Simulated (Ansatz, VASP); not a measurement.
**InPd, level by level in two programs**

```
In Pd
1.0
     3.27188    0.00000    0.00000
     0.00000    3.27188    0.00000
     0.00000    0.00000    3.27188
In Pd
1 1
Direct
  0.00000 0.00000 0.00000
  0.50000 0.50000 0.50000
```

The cell comes from a database or a generator and needn't be the stable form of this composition.

Single points on this cell with VASP 6.6.1 and Ansatz 0.2.0. Each row is one pair of runs. Alike in all rows: spin: off; k mesh: 8 × 8 × 8; VASP's potentials, cutoff: VASP PAW PBE potentials, release 64 (In_d, Pd), 520 eV; Ansatz's potentials, cutoff: Ansatz PAW, 420 eV.

| level | smearing | gap on the k mesh at the Fermi level (eV), VASP | gap on the k mesh at the Fermi level (eV), Ansatz | pressure (GPa), VASP | pressure (GPa), Ansatz |
| --- | --- | --- | --- | --- | --- |
| PBE | fermi-dirac, width 0.05 eV | ? | none | ? | 3.6 |
| PBE | gaussian, width 0.026 eV | none | none | 3.7 | 3.7 |
| PBE | gaussian, width 0.011 eV | none | none | 3.8 | 3.7 |
| PBE | gaussian, width 0.012 eV | none | none | 3.8 | 3.7 |
| PBE | gaussian, width 0.017 eV | none | none | 3.7 | 3.7 |
| PBE | gaussian, width 0.024 eV | none | none | 3.7 | 3.7 |
| PBE | gaussian, width 0.014 eV | none | none | 3.8 | 3.7 |
| PBE | gaussian, width 0.013 eV | none | none | 3.8 | 3.7 |

Task: Fill in what VASP gave in row 1.

Result: gap on the k mesh at the Fermi level (eV): none; pressure (GPa): 3.7.

A gap of «none» marks a metal or a gap that the smearing closes.
